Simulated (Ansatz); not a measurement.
In NbC (rock salt type) the Nb atom of the primitive cell, with all its periodic images, is moved by 0.02 Å along x.

```yaml
crystal:
  lattice:
    - [0.00000, 2.24500, 2.24500]
    - [2.24500, 0.00000, 2.24500]
    - [2.24500, 2.24500, 0.00000]
  atoms:
    - { symbol: Nb, position: [0.99555, 0.00445, 0.00445] }
    - { symbol: C, position: [0.50000, 0.50000, 0.50000] }
```
Lattice in Å, positions in fractions of it.

These are results of PBE, plane waves, all-electron PAW datasets generated for the crystal, point nucleus (Ansatz 0.2.0 development build), not measurements.

Cutoff 320 eV; k-mesh 8×8×8 Γ-centred; Fermi–Dirac smearing of 0.1 eV; no spin polarisation.

(1) What force results, and what does it mean for the zone-centre vibration?

Answers

(1) The force on it along the displacement is -0.2059 eV/Å, a force constant of 10.30 eV/Å². With the reduced mass of 10.64 u the zone-centre optical mode lies at 513 cm⁻¹ (15.38 THz) in this finite-step estimate.

```csv
atom,Fx (eV/Å),Fy (eV/Å),Fz (eV/Å)
Nb1,-0.2059,0.0000,0.0000
C2,0.2059,0.0000,0.0000
```

The k-mesh is modest, so these values aren't fully converged in k.
